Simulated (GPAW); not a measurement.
# Ni3Ge (Pm-3m) in GPAW: equation of state with LDA

Aim: the equation of state of Ni3Ge with LDA.

All numbers are computed with GPAW 26.7.0; they aren't measurements. Logs are shortened: lines on timing, memory, paths and dates and some standing lists are left out, and cuts for length are marked. The log counts tension as positive stress, the text compression.

**1. The crystal as given**

Symmetry: Pm-3m, No. 221, cubic system. Conventional cell: a = 3.530 Å, b = 3.530 Å, c = 3.530 Å, α = 90.00°, β = 90.00°, γ = 90.00°. Ge (site symmetry m-3m) has 12 Ni at 2.50 Å as nearest neighbours. Ni (site symmetry 4/mmm) is surrounded by 4 Ge at 2.50 Å and 8 Ni at 2.50 Å.

The cell comes from a database or a generator and needn't be the stable form of this composition.

**2. Equation of state, LDA, collinear spin, ferromagnetic start**

run.py reads:

```python
from ase import Atoms
from ase.eos import EquationOfState
from ase.io import Trajectory
from ase.units import GPa
from gpaw import GPAW, PW

atoms = Atoms(['Ge', 'Ni', 'Ni', 'Ni'],
              cell=[[3.5303341067, 0.0, 0.0],
                    [0.0, 3.5303341067, 0.0],
                    [0.0, 0.0, 3.5303341067]],
              scaled_positions=[[0.0, 0.0, 0.0],
                                [0.5, 0.5, 0.0],
                                [0.0, 0.5, 0.5],
                                [0.5, 0.0, 0.5]],
              pbc=True)
atoms.set_initial_magnetic_moments([0.0, 1.0, 1.0, 1.0])

traj = Trajectory('eos.traj', 'w')
volumes, energies = [], []
for x in [0.94, 0.96, 0.98, 1.0, 1.02, 1.04, 1.06]:
    a = atoms.copy()
    a.set_cell(atoms.cell * x**(1 / 3), scale_atoms=True)
    calc = GPAW(mode=PW(600),
                xc='LDA',
                kpts={'size': (6, 6, 6), 'gamma': True},
                occupations={'name': 'fermi-dirac', 'width': 0.05},
                nbands=45,
                convergence={'density': 1e-05, 'energy': 1e-05},
                maxiter=150,
                txt=f'eos-{x:.2f}.txt')
    a.calc = calc
    energies.append(a.get_potential_energy(force_consistent=True))
    volumes.append(a.get_volume())
    p = -a.get_stress()[:3].mean() / GPa
    calc.write(f'eos-{x:.2f}.gpw')
    traj.write(a)
    print(f'{x:.2f} {volumes[-1]:10.4f} A^3 {energies[-1]:14.6f} eV {p:9.3f} GPa', flush=True)

v0, e0, B = EquationOfState(volumes, energies, eos='birchmurnaghan').fit()
print(f'V0 = {v0:.4f} A^3, E0 = {e0:.6f} eV, B0 = {B / GPa:.2f} GPa')
```

Potentials or basis: the program's PAW data sets (release 1.2.1) made for this functional, pw.

Run with:

```bash
> OMP_NUM_THREADS=1 python run.py
```

Standard output:

```text
__  _  _
 | _ |_)|_||  |
 |__||  | ||/\| - 26.7.0

Input parameters:
  mode=PW(ecut=600.0),
  convergence={'density': 1e-05, 'energy': 1e-05},
  kpts=MonkhorstPack(size=(6, 6, 6), gamma=True),
  maxiter=150,
  nbands=45,
  occupations=Occupations(name='fermi-dirac', width=0.05),
  xc=XC(name='LDA')

Diagonalizing LCAO Hamiltonian
Converting LCAO to pw mode
   .-------.
  /|       |
 * |       |
 |Ni       |
 | .-Ni----.
 |/   Ni  /
 Ge------*

Atoms  # Å, Bohr magnetons
|   | symbol |        x |        y |        z |    initial magnetic moments |
|---|--------|----------|----------|----------|-----------------------------|
| 0 |     Ge | 0.000000 | 0.000000 | 0.000000 | ( 0.0000,  0.0000,  0.0000) |
| 1 |     Ni | 1.729133 | 1.729133 | 0.000000 | ( 0.0000,  0.0000,  1.0000) |
| 2 |     Ni | 0.000000 | 1.729133 | 1.729133 | ( 0.0000,  0.0000,  1.0000) |
| 3 |     Ni | 1.729133 | 0.000000 | 1.729133 | ( 0.0000,  0.0000,  1.0000) |

Unit cell  # Å
| periodic |        x |        y |        z |  lengths |    angles |
|----------|----------|----------|----------|----------|-----------|
|      yes | 3.458266 | 0.000000 | 0.000000 | 3.458266 | 90.000000 |
|      yes | 0.000000 | 3.458266 | 0.000000 | 3.458266 | 90.000000 |
|      yes | 0.000000 | 0.000000 | 3.458266 | 3.458266 | 90.000000 |

Number of symmetries: 48
Symmetry operations  # r_c * U_cc + t_c -> r_c
|    | kind |            matrix            |
|----|------|------------------------------|
|  0 |  E   |  1, 0, 0,  0, 1, 0,  0, 0, 1 |
|  1 |  σ   |  1, 0, 0,  0, 1, 0,  0, 0,-1 |
|  2 |  σ   |  1, 0, 0,  0, 0, 1,  0, 1, 0 |
|  3 |  C4  |  1, 0, 0,  0, 0, 1,  0,-1, 0 |
|  4 |  C4  |  1, 0, 0,  0, 0,-1,  0, 1, 0 |
|  5 |  σ   |  1, 0, 0,  0, 0,-1,  0,-1, 0 |
|  6 |  σ   |  1, 0, 0,  0,-1, 0,  0, 0, 1 |
|  7 |  C2  |  1, 0, 0,  0,-1, 0,  0, 0,-1 |
|  8 |  σ   |  0, 1, 0,  1, 0, 0,  0, 0, 1 |
|  9 |  C2  |  0, 1, 0,  1, 0, 0,  0, 0,-1 |
| 10 |  C3  |  0, 1, 0,  0, 0, 1,  1, 0, 0 |
| 11 |  S6  |  0, 1, 0,  0, 0, 1, -1, 0, 0 |
| 12 |  S6  |  0, 1, 0,  0, 0,-1,  1, 0, 0 |
| 13 |  C3  |  0, 1, 0,  0, 0,-1, -1, 0, 0 |
| 14 |  C4  |  0, 1, 0, -1, 0, 0,  0, 0, 1 |
| 15 |  S4  |  0, 1, 0, -1, 0, 0,  0, 0,-1 |
| 16 |  C3  |  0, 0, 1,  1, 0, 0,  0, 1, 0 |
| 17 |  S6  |  0, 0, 1,  1, 0, 0,  0,-1, 0 |
| 18 |  σ   |  0, 0, 1,  0, 1, 0,  1, 0, 0 |
| 19 |  C4  |  0, 0, 1,  0, 1, 0, -1, 0, 0 |
| 20 |  C2  |  0, 0, 1,  0,-1, 0,  1, 0, 0 |
| 21 |  S4  |  0, 0, 1,  0,-1, 0, -1, 0, 0 |
| 22 |  S6  |  0, 0, 1, -1, 0, 0,  0, 1, 0 |
| 23 |  C3  |  0, 0, 1, -1, 0, 0,  0,-1, 0 |
| 24 |  S6  |  0, 0,-1,  1, 0, 0,  0, 1, 0 |
| 25 |  C3  |  0, 0,-1,  1, 0, 0,  0,-1, 0 |
| 26 |  C4  |  0, 0,-1,  0, 1, 0,  1, 0, 0 |
| 27 |  σ   |  0, 0,-1,  0, 1, 0, -1, 0, 0 |
| 28 |  S4  |  0, 0,-1,  0,-1, 0,  1, 0, 0 |
| 29 |  C2  |  0, 0,-1,  0,-1, 0, -1, 0, 0 |
| 30 |  C3  |  0, 0,-1, -1, 0, 0,  0, 1, 0 |
| 31 |  S6  |  0, 0,-1, -1, 0, 0,  0,-1, 0 |
| 32 |  C4  |  0,-1, 0,  1, 0, 0,  0, 0, 1 |
| 33 |  S4  |  0,-1, 0,  1, 0, 0,  0, 0,-1 |
| 34 |  S6  |  0,-1, 0,  0, 0, 1,  1, 0, 0 |
| 35 |  C3  |  0,-1, 0,  0, 0, 1, -1, 0, 0 |
| 36 |  C3  |  0,-1, 0,  0, 0,-1,  1, 0, 0 |
| 37 |  S6  |  0,-1, 0,  0, 0,-1, -1, 0, 0 |
| 38 |  σ   |  0,-1, 0, -1, 0, 0,  0, 0, 1 |
| 39 |  C2  |  0,-1, 0, -1, 0, 0,  0, 0,-1 |
| 40 |  σ   | -1, 0, 0,  0, 1, 0,  0, 0, 1 |
| 41 |  C2  | -1, 0, 0,  0, 1, 0,  0, 0,-1 |
| 42 |  C2  | -1, 0, 0,  0, 0, 1,  0, 1, 0 |
| 43 |  S4  | -1, 0, 0,  0, 0, 1,  0,-1, 0 |
| 44 |  S4  | -1, 0, 0,  0, 0,-1,  0, 1, 0 |
| 45 |  C2  | -1, 0, 0,  0, 0,-1,  0,-1, 0 |
| 46 |  C2  | -1, 0, 0,  0,-1, 0,  0, 0, 1 |
| 47 |  i   | -1, 0, 0,  0,-1, 0,  0, 0,-1 |

BZ-sampling:
  Number of BZ points: 216
  Number of IBZ points: 20

  Monkhorst-Pack size: [6, 6, 6]
  Monkhorst-Pack shift: [0.08333333333333333, 0.08333333333333333, 0.08333333333333333]

K-points  # in reciprocal-cell coordinates
|     |                                coordinates |     weight |
|-----|--------------------------------------------|------------|
|   0 | (  0.00000000,   0.00000000,   0.00000000) | 0.00462963 |
|   1 | (  0.16666667,   0.00000000,   0.00000000) | 0.02777778 |
|   2 | (  0.16666667,   0.16666667,   0.00000000) | 0.05555556 |
|   3 | (  0.16666667,   0.16666667,   0.16666667) | 0.03703704 |
|   4 | (  0.33333333,   0.00000000,   0.00000000) | 0.02777778 |
|   5 | (  0.33333333,   0.16666667,   0.00000000) | 0.11111111 |
|   6 | (  0.33333333,   0.16666667,   0.16666667) | 0.11111111 |
|   7 | (  0.33333333,   0.33333333,   0.00000000) | 0.05555556 |
|   8 | (  0.33333333,   0.33333333,   0.16666667) | 0.11111111 |
|   9 | (  0.33333333,   0.33333333,   0.33333333) | 0.03703704 |
| ... |                                            |            |
|  19 | (  0.50000000,   0.50000000,   0.50000000) | 0.00462963 |

Plane wave coefficients: 1409
Cutoff: 600.0 eV

Spin-components: 2 (collinear spins)
Bands:           45
Projectors:      23
Spin-degeneracy: 1
Datatype:        complex128

Parallelization:
  kpt:    1
  domain: 1
  band:   1

Density:
  Valence electrons: 52.0
  Components: 2
  Grid points: [20 20 20]
  Charge: 0.0  # |e|

Potential:
  Grid points: [20 20 20]

species:
  Ge:
    name:    Germanium
    Z:       32.0
    valence: 4
    core:    28
    charge:  0.0  # [|e|]
    compensation charges:
      type: gauss
      rc: 0.32  # [Å]
      lmax: 2
    cutoffs:
      filter: 1.77  # [Å]
      core: 3.42  # [Å]
    projectors
    | kind |    occ | energy [eV] | rcut [Å] |
    |------|--------|-------------|----------|
    |   4s |  2.000 |     -11.940 |    1.005 |
    |   4p |  2.000 |      -4.047 |    1.005 |
    |    s |        |      15.272 |    1.005 |
    |    p |        |      23.164 |    1.005 |
    |    d |        |       0.000 |    1.005 |

    Using partial waves for Ge as LCAO basis

  Ni:
    name:    Nickel
    Z:       28.0
    valence: 16
    core:    12
    charge:  0.0  # [|e|]
    compensation charges:
      type: gauss
      rc: 0.36  # [Å]
      lmax: 2
    cutoffs:
      filter: 2.14  # [Å]
      core: 1.98  # [Å]
    projectors
    | kind |    occ | energy [eV] | rcut [Å] |
    |------|--------|-------------|----------|
    |   4s |  2.000 |      -5.858 |    1.164 |
    |   3p |  6.000 |     -71.266 |    1.207 |
    |   4p |  0.000 |      -1.338 |    1.207 |
    |   3d |  8.000 |      -9.141 |    1.138 |
    |    s |        |      21.353 |    1.164 |
    |    d |        |      18.071 |    1.138 |

    Using partial waves for Ni as LCAO basis

Reference energy: -180919.605324  # eV

eigensolver:
  PPCG
  Converge bands: occupied
  niter=2

density mixing:
  MSR1-Mixer
  Pratt-step length: 0.05
  Maximum mixing coefficient: 0.75
  Old densities: 10
  SVD Regularization: 0.005
  Good broyden scale: 1.0
  Trust region scale: 1.0
  Backstep threshold: 4.0
  History deletion threshold: 6.0
  Fourier metric: weight=20.0, sigma=0.015

occupation numbers:
  Fermi-Dirac:
    width: 0.0500  # eV

poisson solver:
  ecut: 4800.0  # eV

xc functional:
  name: None

convergence criteria:
- Maximum integral of absolute [dens]ity change: 1e-05 electrons / valence electron
- Maximum [total energy] change in last 3 cyles: 1e-05 eV / valence electron
- Maximum integral of absolute [eigenst]ate change: 4e-08 eV^2 / valence electron
maximum number of iterations: 150

SCF iterations
|iter     | |      energy | eigst |  dens |  magmom |
|---------|-|-------------|-------|-------|---------|
|iter:   1| |  -31.744567 | +0.58 |       |  +3.0029|
|iter:   2| |  -31.658875 | -1.41 | -1.06 |  +2.8793|
|iter:   3| |  -31.664554 | -2.48 | -1.14 |  +2.0962|
|iter:   4| |  -31.797293 | -2.50 | -1.29 |  +0.8464|
|iter:   5| |  -31.839117 | -3.38 | -1.79 |  +0.3846|
|iter:   6| |  -31.852123 | -3.87 | -2.09 |  +0.0099|
|iter:   7| |  -31.853624 | -4.81 | -2.39 |  -0.0088|
|iter:   8| |  -31.853714 | -5.20 | -2.76 |  -0.0029|
|iter:   9| |  -31.853714c| -7.41c| -3.88 |  -0.0002|
|iter:  10| |  -31.853714c| -8.48c| -4.36 |  +0.0001|
|iter:  11| |  -31.853714c| -7.95c| -5.12c|  +0.0000|

Converged in 11 steps
Energy contributions relative to reference atoms: (reference = -180919.605324)

Energy contributions:
  Kinetic:          51.175821
  Coulomb:         -37.556719
  Zero:              0.078105
  External:          0.000000
  Xc:              -45.544409
  Entropy:          -0.013024
  Spinorbit:         0.000000
  ----------------------------
  Free energy:     -31.860226
  Extrapolated:    -31.853714

dipole moment: (-18.366491, -18.366491, -18.366491)  # |e|*Ang

Total magnetic moment: (0.000000, 0.000000, 0.000032)

Local magnetic moments
|        x |        y |        z |
|----------|----------|----------|
| 0.000000 | 0.000000 | 0.000010 |  # Ge   0
| 0.000000 | 0.000000 | 0.000016 |  # Ni   1
| 0.000000 | 0.000000 | 0.000016 |  # Ni   2
| 0.000000 | 0.000000 | 0.000016 |  # Ni   3

Fermi level: 10.821
Eigenvalues  # (at kpt = [0.000, 0.000, 0.000])
| band index |      eig [eV] | occ [0-1] |      eig [eV] | occ [0-1] |
|------------|---------------|-----------|---------------|-----------|
|          0 |       -52.602 |     1.000 |       -52.602 |     1.000 |
|        ... |               |           |               |           |
|         17 |         9.156 |     1.000 |         9.156 |     1.000 |
|         18 |         9.156 |     1.000 |         9.156 |     1.000 |
|         19 |         9.613 |     1.000 |         9.613 |     1.000 |
|         20 |         9.613 |     1.000 |         9.613 |     1.000 |
|         21 |         9.613 |     1.000 |         9.613 |     1.000 |
|         22 |        10.150 |     1.000 |        10.150 |     1.000 |
[... 8 lines left out ...]
|         31 |        21.623 |     0.000 |        21.623 |     0.000 |
|         32 |        21.623 |     0.000 |        21.623 |     0.000 |
|        ... |               |           |               |           |
|         44 |        36.726 |     0.000 |        36.726 |     0.000 |

No gap
No difference between direct/indirect transitions

Stress tensor  # eV/Ang^3
|         x |         y |         z |
|-----------|-----------|-----------|
| -0.057302 |  0.000000 |  0.000000 |
|  0.000000 | -0.057302 |  0.000000 |
|  0.000000 |  0.000000 | -0.057302 |

# Writing to eos-0.94.gpw (mode='')
```

Run time: 7 min. Hardware: 1 thread of Arm Neoverse V1, shared host; peak memory 0.36 GiB.

Results:

| Item | Value |
| --- | --- |
| Equilibrium volume | 10.71 Å³/atom |
| Bulk modulus | 241 GPa |
| Pressure derivative of the bulk modulus | 4.9 |

Energy against volume, from the lowest point:
```csv
volume (Å³/atom),energy (meV/atom)
10.340,9.97
10.560,1.29
10.780,0.00
11.000,5.24
11.220,16.28
11.440,32.45
11.660,53.16
```

Caveat: the stock nickel data set gives pressures a few GPa off other programs.
